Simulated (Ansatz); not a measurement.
# ScAl3N4 (wurtzite Al6Sc2N8): relaxing cell and atoms and relaxing the atoms

The task, for ScAl3N4 (wurtzite Al6Sc2N8): 6 runs in a chain (relaxing cell and atoms and relaxing the atoms).

Computed with Ansatz 0.2.0 (DFT LDA, scalar-relativistic, plane waves, PAW, unless a step's input says otherwise).

**1. The structure to begin with**

The structure is orthorhombic, space group Cmc2_1 (No. 36). The conventional cell has a = 6.400 Å, b = 11.085 Å, c = 5.000 Å, α = 90.00°, β = 90.00°, γ = 90.00°. Al (site symmetry 1) has 4 N at 1.91 to 1.94 Å as nearest neighbours. Around Al (site symmetry m) lie 4 N at 1.91 to 1.94 Å. Sc (site symmetry m) has 4 N at 1.91 to 1.94 Å as nearest neighbours. N (site symmetry m) is surrounded by 2 Sc at 1.91 to 1.94 Å and 2 Al at 1.94 Å. Around N (site symmetry 1) lie 3 Al at 1.91 to 1.94 Å and 1 Sc at 1.94 Å. N (site symmetry m) has 4 Al at 1.91 to 1.94 Å as nearest neighbours.

Coordinates:

```xyz
16
Lattice="6.4000 0.0000 0.0000 -3.2000 5.5426 0.0000 0.0000 0.0000 5.0000" Properties=species:S:1:pos:R:3 pbc="T T T"
Al    1.6000    0.9238    2.5000
Al   -1.6000    4.6188    0.0000
Al    0.0000    3.6950    2.5000
Al    3.2000    1.8475    0.0000
Al    1.6000    4.6188    0.0000
Al    3.2000    3.6950    2.5000
Sc    0.0000    1.8475    0.0000
Sc    4.8000    0.9238    2.5000
N     0.0000    1.8475    1.9100
N     1.6000    0.9238    4.4100
N    -1.6000    4.6188    1.9100
N     0.0000    3.6950    4.4100
N     3.2000    1.8475    1.9100
N     4.8000    0.9238    4.4100
N     1.6000    4.6188    1.9100
N     3.2000    3.6950    4.4100
```

**2. Relaxing cell and atoms: ScAl3N4 (wurtzite Al6Sc2N8), no spin**

The input, input.yaml:

```yaml
crystal:
  lattice:
    - [6.4, 0.0, 0.0]
    - [-3.2, 5.5425625842, 0.0]
    - [0.0, 0.0, 5.0]
  atoms:
    - { symbol: Al, position: [0.3333333333, 0.1666666667, 0.5] }
    - { symbol: Al, position: [0.1666666667, 0.8333333333, 0.0] }
    - { symbol: Al, position: [0.3333333333, 0.6666666667, 0.5] }
    - { symbol: Al, position: [0.6666666667, 0.3333333333, 0.0] }
    - { symbol: Al, position: [0.6666666667, 0.8333333333, 0.0] }
    - { symbol: Al, position: [0.8333333333, 0.6666666667, 0.5] }
    - { symbol: Sc, position: [0.1666666667, 0.3333333333, 0.0] }
    - { symbol: Sc, position: [0.8333333333, 0.1666666667, 0.5] }
    - { symbol: "N", position: [0.1666666667, 0.3333333333, 0.382] }
    - { symbol: "N", position: [0.3333333333, 0.1666666667, 0.882] }
    - { symbol: "N", position: [0.1666666667, 0.8333333333, 0.382] }
    - { symbol: "N", position: [0.3333333333, 0.6666666667, 0.882] }
    - { symbol: "N", position: [0.6666666667, 0.3333333333, 0.382] }
    - { symbol: "N", position: [0.8333333333, 0.1666666667, 0.882] }
    - { symbol: "N", position: [0.6666666667, 0.8333333333, 0.382] }
    - { symbol: "N", position: [0.8333333333, 0.6666666667, 0.882] }
scf:
  occupations: { method: fixed }
output:
  forces: true
  stress: true
  eigenvalues: true
hamiltonian:
  xc: lda
kpoints:
  mp_grid: { grid: [4, 4, 5] }
relax:
  f_tol: 0.01
  max_steps: 60
  cell: { stress_tol: 0.05 }
```

The run is started by

```
$ ansatz run input.yaml --threads 4 --pin off --max-ram 12288MiB --backend cpu --events-out ev --progress --plain --runs-dir out
```

Standard output:

```text
Warning: RAYON_NUM_THREADS=4 ignored (pool sized by the plan → 4); use --threads N
Engine: ansatz 0.2.0, x86_64-unknown-linux-gnu
Pseudopotentials: kind: paw
Pseudopotential: Al, paw, valence charge 3, recommended cutoff 420 eV (normal), Al.paw.azcp
Pseudopotential: Sc, paw, valence charge 11, recommended cutoff 420 eV (normal), Sc.paw.azcp
Pseudopotential: N, paw, valence charge 5, recommended cutoff 420 eV (normal), N.paw.azcp
Functional definition: SPW92
  exchange = slater_x
  correlation = pw_c
Crystal: 16 atoms, lattice volume = 177.362 Å³
Basis set: ecut = 420 eV, 3485 PW (Γ)
Bands: 56, of which v1, the nominal top of the filled ones, is band 40 counted from 1 (39 counted from 0)
Symmetry: 4 space group operations
Space group: Cmc21 (ITA 36), of the structure as read, at distance tolerance 5.6e-5 Å
k-points: 21 of 80 (time reversal used)
Non-local potential: Al, projectors of the file, l = 0: 2, l = 1: 2, l = 2: 1
Non-local potential: Sc, projectors of the file, l = 0: 3, l = 1: 2, l = 2: 3, l = 3: 1
Non-local potential: N, projectors of the file, l = 0: 2, l = 1: 2, l = 2: 1
PAW form: soft (Blöchl's): semilocal exchange-correlation on the pseudo side does not see the compensation charge
PAW frozen core: Al, regenerated for the run's functional, and the local potential with it (the file was generated under x = pbe(κ = 0.804, μ = 0.2195149727645171), c = pbe(β = 0.06672455060314922))
PAW frozen core: Sc, regenerated for the run's functional, and the local potential with it (the file was generated under x = pbe(κ = 0.804, μ = 0.2195149727645171), c = pbe(β = 0.06672455060314922))
PAW frozen core: N, regenerated for the run's functional, and the local potential with it (the file was generated under x = pbe(κ = 0.804, μ = 0.2195149727645171), c = pbe(β = 0.06672455060314922))
PAW one-centre angular grid: Al, 110 points (default); XC on 64 Gauss nodes
PAW one-centre angular grid: Sc, 590 points (default); XC on 64 Gauss nodes
PAW one-centre angular grid: N, 110 points (default); XC on 64 Gauss nodes
Initial density: superposition of atomic densities (neutral atoms: chi_scale 0, normalization atom), corrected by the library's trained network
Initial wavefunctions: pseudopotential atomic-orbital guess
Functional: x = slater, c = lda
SCF iter   1: F=—  HF=-10269.889346 eV  |F-HF|=—  |Δ(HF+E_count)|=         —  Δρ=9.70e-3  dr2=1.93e-1  ethr=1.77e-3  ⟨swp⟩=4.4  Hψ=4365  notcnv=0  defer=251
preconditioner: auto → Resta (q_TF=auto, 2.389 Å⁻¹)  ε∞=5.0  [insulator: Δε(μ)=3.964 eV  Ē_g=11.157 eV  n_scr=44 (ndim 8)  ℏωp=22.3 eV  f_vac=0.000  ε∞_Penn≈5.0]
SCF iter   2: F=—  HF=-10269.835381 eV  |F-HF|=—  |Δ(HF+E_count)|=   5.40e-2  Δρ=3.47e-3  dr2=1.46e-2  ethr=2.42e-4  ⟨swp⟩=2.1  Hψ=1837  notcnv=0  defer=294
SCF iter   3: F=—  HF=-10269.831412 eV  |F-HF|=—  |Δ(HF+E_count)|=   3.97e-3  Δρ=1.51e-3  dr2=3.07e-3  ethr=1.83e-5  ⟨swp⟩=2.6  Hψ=1646  notcnv=0  defer=294
SCF iter   4: F=—  HF=-10269.830510 eV  |F-HF|=—  |Δ(HF+E_count)|=   9.02e-4  Δρ=3.88e-4  dr2=1.98e-4  ethr=3.84e-6  ⟨swp⟩=2.0  Hψ=1454  notcnv=0  defer=294
SCF iter   5: F=—  HF=-10269.830472 eV  |F-HF|=—  |Δ(HF+E_count)|=   3.88e-5  Δρ=1.34e-4  dr2=2.74e-5  ethr=2.48e-7  ⟨swp⟩=2.0  Hψ=1637  notcnv=0  defer=213
SCF iter   6: F=—  HF=-10269.830433 eV  |F-HF|=—  |Δ(HF+E_count)|=   3.85e-5  Δρ=4.00e-5  dr2=1.91e-6  ethr=3.43e-8  ⟨swp⟩=2.0  Hψ=1730  notcnv=0  defer=207
SCF iter   7: F=-10269.830433 eV  HF=-10269.830433 eV  |F-HF|=4.53e-9  |Δ(HF+E_count)|=   3.30e-7  Δρ=5.92e-6  dr2=5.53e-8  ethr=1.25e-10  ⟨swp⟩=11.5  Hψ=6538  notcnv=0
SCF 1 converged in 7 iterations: F = -10269.830433 eV  dr2 = 5.53e-8
relax step   1: F+E_penalty+E_count = -10269.83043341 eV  Δ(F+E_penalty+E_count) = +0.000e0 eV  max|allowed force component| = 2.962e0 eV/Å  Δτ_max = 0.0000 Å  P = +2.136 GPa  Ω = 177.362 Å³  (7 SCF iters, dr2 threshold 1.00e-7 eV, accepted)
Crystal: 16 atoms, lattice volume = 178.420 Å³
Basis set: ecut = 420 eV, 3497 PW (Γ)
Initial density: handed on by an earlier stage of this run
Initial wavefunctions: those handed on with the density
iter 1 solved again at ethr=8.39e-4 eV; its pass at ethr=3.10e-3 eV (dr2=6.71e-1 eV) is discarded
SCF iter   1: F=—  HF=-10271.180908 eV  |F-HF|=—  |Δ(HF+E_count)|=         —  Δρ=1.34e-2  dr2=6.84e-1  ethr=8.39e-4  ⟨swp⟩=1.0  Hψ=4282  notcnv=0  defer=221
preconditioner: auto → Resta (q_TF=auto, 2.387 Å⁻¹)  ε∞=5.0  [insulator: Δε(μ)=3.932 eV  Ē_g=11.175 eV  n_scr=44 (ndim 8)  ℏωp=22.2 eV  f_vac=0.000  ε∞_Penn≈5.0]
SCF iter   2: F=—  HF=-10271.015107 eV  |F-HF|=—  |Δ(HF+E_count)|=   1.66e-1  Δρ=5.27e-3  dr2=8.19e-2  ethr=8.39e-4  ⟨swp⟩=2.5  Hψ=1423  notcnv=0  defer=278
SCF iter   3: F=—  HF=-10270.991575 eV  |F-HF|=—  |Δ(HF+E_count)|=   2.35e-2  Δρ=1.92e-3  dr2=8.25e-3  ethr=1.02e-4  ⟨swp⟩=2.3  Hψ=1547  notcnv=0  defer=292
SCF iter   4: F=—  HF=-10270.989379 eV  |F-HF|=—  |Δ(HF+E_count)|=   2.20e-3  Δρ=5.77e-4  dr2=5.24e-4  ethr=1.03e-5  ⟨swp⟩=2.5  Hψ=1498  notcnv=0  defer=291
SCF iter   5: F=—  HF=-10270.989218 eV  |F-HF|=—  |Δ(HF+E_count)|=   1.61e-4  Δρ=1.74e-4  dr2=5.31e-5  ethr=6.54e-7  ⟨swp⟩=2.3  Hψ=1801  notcnv=0  defer=293
SCF iter   6: F=—  HF=-10270.989208 eV  |F-HF|=—  |Δ(HF+E_count)|=   9.78e-6  Δρ=6.24e-5  dr2=6.06e-6  ethr=6.64e-8  ⟨swp⟩=2.0  Hψ=1626  notcnv=0  defer=293
SCF iter   7: F=-10270.989207 eV  HF=-10270.989207 eV  |F-HF|=1.38e-7  |Δ(HF+E_count)|=   8.31e-7  Δρ=1.49e-5  dr2=3.80e-7  ethr=2.00e-9  ⟨swp⟩=14.2  Hψ=7009  notcnv=0
SCF 2 converged in 7 iterations: F = -10270.989207 eV  dr2 = 3.80e-7
relax step   2: F+E_penalty+E_count = -10270.98920729 eV  Δ(F+E_penalty+E_count) = -1.159e0 eV  max|allowed force component| = 1.236e0 eV/Å  Δτ_max = 0.0936 Å  P = -1.518 GPa  Ω = 178.420 Å³  energy of the carried Pulay correction = -3.931e-3 eV  (7 SCF iters, dr2 threshold 1.60e-6 eV, accepted)
Crystal: 16 atoms, lattice volume = 176.312 Å³
Basis set: ecut = 420 eV, 3457 PW (Γ)
iter 1 solved again at ethr=7.71e-4 eV; its pass at ethr=3.10e-3 eV (dr2=6.16e-1 eV) is discarded
SCF iter   1: F=—  HF=-10271.378397 eV  |F-HF|=—  |Δ(HF+E_count)|=         —  Δρ=1.54e-2  dr2=6.17e-1  ethr=7.71e-4  ⟨swp⟩=1.0  Hψ=5181  notcnv=0  defer=229
preconditioner: auto → Resta (q_TF=auto, 2.392 Å⁻¹)  ε∞=5.1  [insulator: Δε(μ)=3.530 eV  Ē_g=11.070 eV  n_scr=44 (ndim 8)  ℏωp=22.4 eV  f_vac=0.000  ε∞_Penn≈5.1]
SCF iter   2: F=—  HF=-10271.231996 eV  |F-HF|=—  |Δ(HF+E_count)|=   1.46e-1  Δρ=5.94e-3  dr2=6.56e-2  ethr=7.71e-4  ⟨swp⟩=2.2  Hψ=1476  notcnv=0  defer=271
SCF iter   3: F=—  HF=-10271.213201 eV  |F-HF|=—  |Δ(HF+E_count)|=   1.88e-2  Δρ=2.54e-3  dr2=1.34e-2  ethr=8.20e-5  ⟨swp⟩=2.1  Hψ=1505  notcnv=0  defer=293
SCF iter   4: F=—  HF=-10271.209168 eV  |F-HF|=—  |Δ(HF+E_count)|=   4.03e-3  Δρ=5.50e-4  dr2=6.93e-4  ethr=1.67e-5  ⟨swp⟩=2.2  Hψ=1499  notcnv=0  defer=294
SCF iter   5: F=—  HF=-10271.208970 eV  |F-HF|=—  |Δ(HF+E_count)|=   1.98e-4  Δρ=2.67e-4  dr2=1.10e-4  ethr=8.66e-7  ⟨swp⟩=2.1  Hψ=1612  notcnv=0  defer=294
SCF iter   6: F=—  HF=-10271.208945 eV  |F-HF|=—  |Δ(HF+E_count)|=   2.54e-5  Δρ=7.65e-5  dr2=1.40e-5  ethr=1.38e-7  ⟨swp⟩=2.0  Hψ=1626  notcnv=0  defer=294
SCF iter   7: F=-10271.208941 eV  HF=-10271.208942 eV  |F-HF|=9.51e-7  |Δ(HF+E_count)|=   2.74e-6  Δρ=2.72e-5  dr2=1.51e-6  ethr=2.00e-9  ⟨swp⟩=11.9  Hψ=7100  notcnv=0
SCF 3 converged in 7 iterations: F = -10271.208941 eV  dr2 = 1.51e-6
relax step   3: F+E_penalty+E_count = -10271.20894103 eV  Δ(F+E_penalty+E_count) = -2.197e-1 eV  max|allowed force component| = 5.892e-1 eV/Å  Δτ_max = 0.0881 Å  P = -0.493 GPa  Ω = 176.312 Å³  energy of the carried Pulay correction = +3.922e-3 eV  (7 SCF iters, dr2 threshold 1.60e-6 eV, accepted)
[... 12 lines left out ...]
relax step   4: F+E_penalty+E_count = -10271.26647322 eV  Δ(F+E_penalty+E_count) = -5.753e-2 eV  max|allowed force component| = 1.885e-1 eV/Å  Δτ_max = 0.0499 Å  P = +0.193 GPa  Ω = 175.781 Å³  energy of the carried Pulay correction = +5.916e-3 eV  (7 SCF iters, dr2 threshold 1.60e-6 eV, accepted)
[... 11 lines left out ...]
relax step   5: F+E_penalty+E_count = -10271.27864063 eV  Δ(F+E_penalty+E_count) = -1.217e-2 eV  max|allowed force component| = 1.709e-2 eV/Å  Δτ_max = 0.0171 Å  P = +0.025 GPa  Ω = 175.921 Å³  energy of the carried Pulay correction = +5.388e-3 eV  (6 SCF iters, dr2 threshold 1.60e-6 eV, accepted)
[... 9 lines left out ...]
relax step   6: F+E_penalty+E_count = -10271.27862853 eV  Δ(F+E_penalty+E_count) = +1.210e-5 eV  max|allowed force component| = 1.533e-3 eV/Å  Δτ_max = 0.0011 Å  P = -0.002 GPa  Ω = 175.936 Å³  energy of the carried Pulay correction = +5.331e-3 eV  (5 SCF iters, dr2 threshold 1.83e-8 eV, accepted)
[... 9 lines left out ...]
relax step   7: F+E_penalty+E_count = -10271.27367340 eV  Δ(F+E_penalty+E_count) = +4.955e-3 eV  max|allowed force component| = 1.695e-3 eV/Å  Δτ_max = 0.0000 Å  P = -0.058 GPa  Ω = 175.936 Å³  stress off target by 1.15e-1 GPa  SCF on the basis re-selected at this cell (its energy is not comparable with the rows above)  (5 SCF iters)
[... 10 lines left out ...]
relax step   8: F+E_penalty+E_count = -10271.27395281 eV  Δ(F+E_penalty+E_count) = -2.794e-4 eV  max|allowed force component| = 1.300e-3 eV/Å  Δτ_max = 0.0010 Å  P = +0.000 GPa  Ω = 175.870 Å³  energy of the carried Pulay correction = +2.457e-4 eV  (5 SCF iters, dr2 threshold 3.31e-8 eV, accepted)
iter 1 solved again at ethr=1.19e-7 eV; its pass at ethr=3.10e-3 eV (dr2=9.50e-5 eV) is discarded
SCF iter   1: F=—  HF=-10271.273795 eV  |F-HF|=—  |Δ(HF+E_count)|=         —  Δρ=4.66e-6  dr2=1.96e-8  ethr=1.19e-7  ⟨swp⟩=2.9  Hψ=6665  notcnv=0  defer=292
eigensolver tolerance schedule: the retry pair's looser diagonalisation over-reported the residual by 4845.87 of it (diagonalisation noise at 0.23 of the residual, at the tolerance the schedule requests for it); recorded, not acted on — ethr = c·dr2/N_el stays at c = 1.0e-1
preconditioner: auto → Resta (q_TF=auto, 2.393 Å⁻¹)  ε∞=5.2  [insulator: Δε(μ)=3.589 eV  Ē_g=10.916 eV  n_scr=44 (ndim 8)  ℏωp=22.4 eV  f_vac=0.000  ε∞_Penn≈5.2]
SCF iter   2: F=—  HF=-10271.273752 eV  |F-HF|=—  |Δ(HF+E_count)|=   4.34e-5  Δρ=2.26e-6  dr2=5.42e-9  ethr=2.45e-11  ⟨swp⟩=3.0  Hψ=2163  notcnv=0  defer=261
SCF iter   3: F=—  HF=-10271.273752 eV  |F-HF|=—  |Δ(HF+E_count)|=  3.17e-10  Δρ=1.25e-6  dr2=1.19e-9  ethr=6.78e-12  ⟨swp⟩=2.4  Hψ=1500  notcnv=0  defer=261
SCF iter   4: F=—  HF=-10271.273752 eV  |F-HF|=—  |Δ(HF+E_count)|=  3.24e-10  Δρ=3.59e-7  dr2=2.32e-10  ethr=1.49e-12  ⟨swp⟩=2.0  Hψ=1550  notcnv=0  defer=261
SCF iter   5: F=-10271.273752 eV  HF=-10271.273752 eV  |F-HF|=3.27e-11  |Δ(HF+E_count)|=  4.73e-11  Δρ=1.87e-7  dr2=4.92e-11  ethr=1.00e-12  ⟨swp⟩=12.3  Hψ=5840  notcnv=0
SCF 9 converged in 5 iterations: F = -10271.273752 eV  dr2 = 4.92e-11
relax step   9: F+E_penalty+E_count = -10271.27375156 eV  Δ(F+E_penalty+E_count) = +2.013e-4 eV  max|allowed force component| = 1.297e-3 eV/Å  Δτ_max = 0.0000 Å  P = -0.001 GPa  Ω = 175.870 Å³  stress off target by 1.08e-2 GPa  SCF on the basis re-selected at this cell (its energy is not comparable with the rows above)  (5 SCF iters)
basis re-selected at this cell: Δ(F+E_penalty+E_count) = +2.013e-4 eV, ΔP = -0.001 GPa vs the last step (what re-selecting the basis moved, of the pressure what is left beyond the Pulay correction that the steps carried, after the strain that the cell walked since its last selection, with what the two solves' SCF thresholds leave and, on support functions, any second-order correction that the steps lacked; it is no measure of the basis error at this ecutwfc). This SCF's stress stands 1.08e-2 GPa from its target on what of the cell is left free (relax.cell.stress_tol is 5.00e-2 GPa) and its largest allowed force component is 1.30e-3 eV/Å (relax.f_tol is 1.00e-2 eV/Å): within both
SCF converged after 5 iterations
Free energy (F): -10271.273752 eV
Harris-Foulkes:  -10271.273752 eV  (|F-HF|=3.27e-11)
Internal energy: -10271.273752 eV  (E = F + TS)
E sigma→0 (E₀):  -10271.273752 eV
Fermi energy:    7.575749 eV
--- Per-component energies (eV) ---
  E_band       = -188.363344
  E_kinetic    = 1749.105396
  E_local      = -3732.634102  (includes V_loc(G=0)·N_el)
  E_nonlocal   = 608.094494
  E_hartree    = 1334.794373
  E_xc         = -933.991019
  E_vxc        = -1061.569130  (∫ρ·V_xc dr)
  E_paw        = -5427.237400  (= ΣΔE_a)
  E_vpaw       = -420.949586  (= ΣTr[D̂ρ^β])
  E_aug_tail   = 0.000754  (compensation charges beyond the density's cutoff)
  E_ewald      = -3870.990745
  E_core_change = 1.584497  (= ΣΔE_core)
  E_smearing   = -0.000000  (= −TS)
  E_closure    = 0.000000  (closes the sum)
  Σ components = -10271.273752   (vs F -10271.273752, Δ=0.00e0)
--- Forces (eV/Å), atoms counted from 1 ---
  atom   1  Al     0.00111372     0.00007463     0.00021802
  atom   2  Al     0.00037982     0.00021929     0.00045539
  atom   3  Al     0.00062149     0.00092719     0.00021802
  atom   4  Al    -0.00111372    -0.00007463     0.00021802
  atom   5  Al    -0.00062149    -0.00092719     0.00021802
  atom   6  Al    -0.00037982    -0.00021929     0.00045539
  atom   7  Sc    -0.00119948    -0.00069252     0.00128849
  atom   8  Sc     0.00119948     0.00069252     0.00128849
  atom   9  N      0.00090879     0.00052469    -0.00079924
  atom  10  N      0.00084571    -0.00112907    -0.00039393
  atom  11  N     -0.00040266    -0.00023247    -0.00060892
  atom  12  N     -0.00055495     0.00129694    -0.00039393
  atom  13  N     -0.00084571     0.00112907    -0.00039393
  atom  14  N     -0.00090879    -0.00052469    -0.00079924
  atom  15  N      0.00055495    -0.00129694    -0.00039393
  atom  16  N      0.00040266     0.00023247    -0.00060892
  max |Σ_I F_I| component: 3.22e-5 eV/Å
--- Stress (GPa, compression-positive) ---
        0.001846      -0.004231       0.000000
       -0.004231       0.006731      -0.000000
        0.000000      -0.000000      -0.010830
  P = ⅓ Tr σ = -0.0008 GPa (-0.008 kbar)
--- Band table (eV; the first three rows and the last of 21) ---
  k-point 0: bands = ["-38.6181", "-38.5792", "-17.7956", "-17.7767", "-17.7346", "-17.6965", "-17.6499", "-17.5603", "-6.8433", "-5.0819", "-5.0461", "-4.8995", "-4.7236", "-4.3315", "-4.1625", "-4.1367", "2.3168", "2.3212", "2.6904", "3.0267", "3.5694", "4.1999", "4.3746", "4.5340", "5.0214", "5.3238", "5.3362", "5.8323", "5.8581", "5.9301", "6.4374", "6.5279", "6.5529", "6.9535", "6.9876", "7.0121", "7.0870", "7.1426", "7.3399", "7.5757", "11.5092", "11.5245", "11.5816", "11.9492", "12.1260", "12.2739", "12.6516", "13.1826", "13.4810", "13.5097", "14.0868", "14.4245", "15.5802", "15.7273", "15.9622", "16.0004"]
  k-point 1: bands = ["-38.6144", "-38.5829", "-17.8145", "-17.7920", "-17.7307", "-17.6998", "-17.6238", "-17.5588", "-6.6860", "-5.1009", "-4.9601", "-4.9071", "-4.8512", "-4.2977", "-4.2205", "-4.1710", "2.1284", "2.4088", "2.6098", "2.8431", "3.0930", "4.1928", "4.4191", "4.7424", "5.2430", "5.5164", "5.7220", "5.8397", "5.9802", "6.2686", "6.3886", "6.4591", "6.5049", "6.8217", "6.8640", "6.9441", "7.0236", "7.0439", "7.1823", "7.3363", "11.5928", "11.7827", "11.8503", "11.9018", "12.2262", "12.3936", "12.9326", "13.1089", "13.3480", "13.5214", "14.3408", "14.4846", "15.3893", "15.6568", "15.6637", "15.9954"]
  k-point 2: bands = ["-38.6046", "-38.5926", "-17.8320", "-17.8205", "-17.7207", "-17.7089", "-17.5846", "-17.5628", "-6.2470", "-5.6311", "-4.8467", "-4.7905", "-4.7317", "-4.4468", "-4.2361", "-4.1965", "2.0604", "2.1342", "2.2477", "2.4146", "3.5890", "3.9421", "4.2333", "5.2334", "5.6952", "5.7446", "5.8977", "6.0195", "6.0905", "6.2980", "6.3113", "6.5127", "6.5281", "6.5446", "6.5535", "6.7334", "6.9653", "6.9725", "7.1469", "7.2641", "11.8195", "11.9204", "12.0851", "12.2344", "12.7039", "12.7924", "12.8434", "12.8691", "13.1558", "13.4572", "14.5817", "14.6911", "15.3379", "15.6156", "15.6997", "15.9070"]
  k-point 20: bands = ["-38.6046", "-38.5926", "-17.8349", "-17.8228", "-17.7220", "-17.7082", "-17.5832", "-17.5606", "-5.6981", "-5.6215", "-5.1559", "-5.1153", "-4.7473", "-4.4487", "-4.3911", "-4.2452", "2.5650", "2.7004", "3.0020", "3.2260", "3.6160", "3.9422", "4.3429", "4.5488", "4.6387", "5.0305", "5.2895", "5.3535", "5.9355", "6.0298", "6.0341", "6.1216", "6.2567", "6.5963", "6.7773", "6.7912", "7.1983", "7.2111", "7.3692", "7.4564", "11.9729", "12.0768", "12.4353", "12.6767", "13.0559", "13.1700", "13.2734", "13.3050", "13.6408", "13.7529", "14.8442", "14.8908", "15.3967", "15.4066", "15.8929", "16.0870"]
--- Relaxed structure (7 steps of the walk, 7 accepted, 2 SCFs on fresh bases) ---
  F+E_penalty+E_count = -10271.27375156 eV   max|allowed force component| = 1.297e-3 eV/Å   (the final SCF, on the basis selected at the relaxed cell)
  cell:  # Å, volume = 175.8697 Å³
    - [6.395981465390628, -0.017153238939854456, 0.0]
    - [-3.212845873374412, 5.564812289572485, 0.0]
    - [0.0, 0.0, 4.94887348825465]
  atoms:
    - { symbol: Al, position: [0.3348185684127397, 0.16380648339723552, 0.4983390641601781] }
    - { symbol: Al, position: [0.16924638419844817, 0.834623192099224, -0.004684905936355492] }
    - { symbol: Al, position: [0.33481856841273977, 0.6710120850155042, 0.4983390641601781] }
    - { symbol: Al, position: [0.66518143158726, 0.33619351660276436, -0.0016609358398218129] }
    - { symbol: Al, position: [0.6651814315872601, 0.8289879149844956, -0.0016609358398218129] }
    - { symbol: Al, position: [0.8307536158015518, 0.6653768079007758, 0.4953150940636445] }
    - { symbol: Sc, position: [0.17769077839005665, 0.3388453891950283, -0.011215706576118223] }
    - { symbol: Sc, position: [0.8223092216099431, 0.16115461080497162, 0.4887842934238817] }
    - { symbol: N, position: [0.1822681956468212, 0.3411340978234106, 0.41370669119151804] }
    - { symbol: N, position: [0.34521463627347165, 0.1544753666222912, 0.8765345349259933] }
    - { symbol: N, position: [0.16485626912831447, 0.8324281345641571, 0.3804467231486127] }
    - { symbol: N, position: [0.34521463627347176, 0.6907392696511806, 0.8765345349259933] }
    - { symbol: N, position: [0.6547853637265281, 0.34552463337770883, 0.37653453492599337] }
    - { symbol: N, position: [0.8177318043531787, 0.15886590217658944, 0.9137066911915179] }
    - { symbol: N, position: [0.6547853637265282, 0.8092607303488195, 0.37653453492599337] }
    - { symbol: N, position: [0.8351437308716853, 0.6675718654358426, 0.8804467231486129] }
```

Wall time 42 s (4 threads of Intel Xeon Platinum 8259CL at 2.50GHz (Skylake/Cascade Lake), shared host); peak memory 0.72 GiB.

The steps of the relaxation:

```
step  E - E(step 1) (eV/cell)  largest force component (eV/Å)  pressure (GPa)  volume (Å³)
   1                   0.0000                          2.9620            2.14       177.36
   2                  -1.1588                          1.2358           -1.52       178.42
   3                  -1.3785                          0.5892           -0.49       176.31
   4                  -1.4360                          0.1885            0.19       175.78
   5                  -1.4482                          0.0171            0.03       175.92
   6                  -1.4482                          0.0015            0.00       175.94
   7                  -1.4432                          0.0017           -0.06       175.94
   8                  -1.4435                          0.0013            0.00       175.87
   9                  -1.4433                          0.0013            0.00       175.87
```

Step 1 is the start. Steps 7, 9 each repeat the geometry before them on a plane-wave basis chosen anew, so the energy can jump there without any move.

Lengths and angles in the start's conventional setting:

|  | before | after | change |
| --- | --- | --- | --- |
| a (Å) | 6.400 | 6.426 | +0.4 % |
| b (Å) | 11.085 | 11.061 | -0.2 % |
| c (Å) | 5.000 | 4.949 | -1.0 % |
| volume (Å³/atom) | 11.09 | 10.99 | -0.8 % |
| shortest distance (Å) | 1.910 | 1.874 | -1.9 % |
| space group (0.01 Å) | Cmc2_1 | Cmc2_1 | same |

Forces and stress were held to the start's 4 operations: a distortion of lower symmetry was not tested.

[end of part 1 of 2]
